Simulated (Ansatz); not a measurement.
Born–Oppenheimer molecular dynamics of a periodic cell of 12 atoms, TaN (start crystal TaN, start structure P-62m, volume 1.15 times the crystal's). It goes on from the last frame of an earlier run, with new velocities.

Method: DFT PBE, scalar-relativistic, plane waves, PAW (Ansatz). Settings: accuracy low, PAW set soft_1, cutoff 420 eV, k mesh 2x2x2, fermi-dirac smearing 0.17 eV, no spin polarisation.

```json
{
  "ensemble": "NVT, Nosé–Hoover chain",
  "time step": "1 fs",
  "steps asked": "190",
  "set temperature": "1400 K",
  "thermostat": "time constant 10 fs, chain length 1",
  "seed": "467715"
}
```

First frame:

```xyz
12
Lattice="5.4569 0.0000 0.0000 -2.7284 4.7258 0.0000 0.0000 0.0000 6.1075" Properties=species:S:1:pos:R:3
Ta 0.093 0.243 -0.333
Ta 0.141 3.272 1.327
Ta 2.853 1.537 1.514
N 2.124 0.150 -0.325
N 1.759 3.002 -0.200
N -1.034 1.835 -0.070
Ta -0.019 0.120 2.663
Ta -0.210 3.353 4.422
Ta 2.604 1.790 4.431
N 2.113 0.013 2.897
N 1.882 3.039 2.668
N -0.808 1.949 2.913
```

What does the run give?

The run went to its last step.

```
steps done                                               : 190
time covered                                             : 190 fs
mean temperature over the second half                    : 1399 K
spread of the potential energy over the second half      : 46.3 meV per atom
mean potential energy of the second half above the start : -43.0 meV per atom
```

The conserved energy stayed within 0.2 meV per atom of its start (net change 0.049 meV per atom), so the integration is sound. A run of 0.19 ps of so small a system gives no equilibrium averages. Limits of this set-up: coarse k mesh, low accuracy level.

What happens to the structure?

Mean squared displacements from the first frame to the last, about the centre of mass: Ta 0.12 Å², N 0.08 Å². Another seed would give other details.

How do temperature and energy run in time?


```json
{"time (fs)": "0", "T (K)": "1400", "potential energy less start (eV)": "0.000", "conserved less start (meV/atom)": "0.00"}
{"time (fs)": "15", "T (K)": "1529", "potential energy less start (eV)": "0.501", "conserved less start (meV/atom)": "0.01"}
{"time (fs)": "30", "T (K)": "1395", "potential energy less start (eV)": "0.765", "conserved less start (meV/atom)": "0.06"}
{"time (fs)": "45", "T (K)": "1190", "potential energy less start (eV)": "0.772", "conserved less start (meV/atom)": "0.01"}
{"time (fs)": "60", "T (K)": "1475", "potential energy less start (eV)": "1.083", "conserved less start (meV/atom)": "0.12"}
{"time (fs)": "75", "T (K)": "1968", "potential energy less start (eV)": "-0.063", "conserved less start (meV/atom)": "-0.04"}
{"time (fs)": "90", "T (K)": "855", "potential energy less start (eV)": "-0.513", "conserved less start (meV/atom)": "-0.03"}
{"time (fs)": "105", "T (K)": "1483", "potential energy less start (eV)": "-1.171", "conserved less start (meV/atom)": "-0.11"}
{"time (fs)": "120", "T (K)": "1299", "potential energy less start (eV)": "-0.459", "conserved less start (meV/atom)": "0.05"}
{"time (fs)": "135", "T (K)": "1745", "potential energy less start (eV)": "-1.059", "conserved less start (meV/atom)": "-0.11"}
{"time (fs)": "150", "T (K)": "954", "potential energy less start (eV)": "-0.713", "conserved less start (meV/atom)": "-0.06"}
{"time (fs)": "165", "T (K)": "1448", "potential energy less start (eV)": "-0.404", "conserved less start (meV/atom)": "-0.02"}
{"time (fs)": "180", "T (K)": "1606", "potential energy less start (eV)": "0.477", "conserved less start (meV/atom)": "0.05"}
```

Time of the run: 14 min on 1 thread of AMD EPYC 7R43 64-Core Processor (Zen 3) (shared host), peak memory 0.52 GiB.
